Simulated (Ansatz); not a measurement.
## KF (Fm-3m): G0W0 and the choice of datasets

```xyz
2
Lattice="0.0000 2.6300 2.6300 2.6300 0.0000 2.6300 2.6300 2.6300 0.0000" Properties=species:S:1:pos:R:3 pbc="T T T"
K     0.0000    0.0000    0.0000
F     2.6300    2.6300    2.6300
```

Held fixed (Ansatz):

```json
{
 "orbitals": "PBE",
 "k mesh": "4×4×4",
 "empty bands": "234",
 "response cutoff": "200 eV",
 "frequencies": "plasmon pole, fitted at 0 and 17.41i eV",
 "q → 0 term": "analytic weight of Carrier, Rohra and Görling",
 "band sums": "cut at the band count"
}
```

The gap is read direct at Γ, linearised, between the Kohn-Sham band edges among the points solved. The direct gap is read between the top filled and lowest empty Kohn-Sham band at Γ. ε∞ is the electronic dielectric constant on this mesh.

| datasets, wave cutoff | KS gap (eV) | G0W0 gap (eV) | direct at Γ (eV) | ε∞ |
| --- | --- | --- | --- | --- |
| all-electron, 3300 eV | 6.43 | 9.90 | 9.90 | 1.9 |
| hard PAW, 700 eV | 6.43 | 9.89 | 9.89 | 1.9 |
| hand-made PAW, accurate, 1300 eV | 6.43 | 9.89 | 9.89 | 1.9 |
| hand-made PAW, 1050 eV | 6.43 | 9.89 | 9.89 | 1.9 |
| JTH PAW, 700 eV | 6.43 | 9.75 | 9.75 | 1.9 |
| soft PAW (1st gen.), 420 eV | 6.44 | 9.87 | 9.87 | 1.9 |
| norm-conserving, 1320 eV | 6.43 | 9.72 | 9.72 | 1.9 |

Farthest from all-electron, 3300 eV in the G0W0 gap: norm-conserving, 1320 eV (-0.17 eV). The nearest differs by 0.002 eV.

The cell is a model at fixed atoms and needn't be the relaxed known crystal. Soft PAW datasets can miss an all-electron G0W0 gap by more than 5 %. With norm-conserving pseudopotentials the core–valence exchange is only approximate, which can shift gaps by tenths of an eV and RPA lattice constants by most of a per cent. The mesh is coarse, so these are values at the stated settings, not converged ones. Band sums or response are cut, so the gap isn't at its basis limit.
